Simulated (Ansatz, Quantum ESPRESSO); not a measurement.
## One calculation of Re, 4 ways

```xyz
2
Lattice="2.7608 0.0000 0.0000 -1.3804 2.3909 0.0000 0.0000 0.0000 4.4582" Properties=species:S:1:pos:R:3 pbc="T T T"
Re    1.3804    0.7970    3.3436
Re    0.0000    1.5939    1.1145
```

Alike in all runs: task band structure; functional PBE; k mesh 11 × 11 × 6; occupations fermi-dirac, width 0.05 eV; no spin polarisation; no spin-orbit coupling. Pressure is positive in compression and, in plane waves, holds the error of the finite cutoff, which Ansatz's Pulay term estimates and takes out.

| program and potentials | plane-wave cutoff (eV) | notes | pressure (GPa) |
| --- | --- | --- | --- |
| Ansatz, Ansatz PAW (files of its older set among them) | 660 | 29 valence electrons an atom on average | 6.24 |
| Quantum ESPRESSO, PseudoDojo 0.4.1 SR PBE standard | 980 | 15 valence electrons an atom on average | 5.83 |
| Ansatz, all-electron LAPW, scalar-relativistic | - | - | 6.10 |
| Ansatz, PseudoDojo stringent (PBE files) | 980 | 15 valence electrons an atom on average; Pulay term of +0.05 GPa included | 5.86 |

The pressure spans 5.83 (Quantum ESPRESSO, PseudoDojo 0.4.1 SR PBE standard) to 6.24 GPa (Ansatz, Ansatz PAW (files of its older set among them)), with all-electron results at 6.10.

Differences between rows come from potentials, basis sets and numerical settings, since the functional is the same but for its coding. Runs on potential files found faulty are left out.
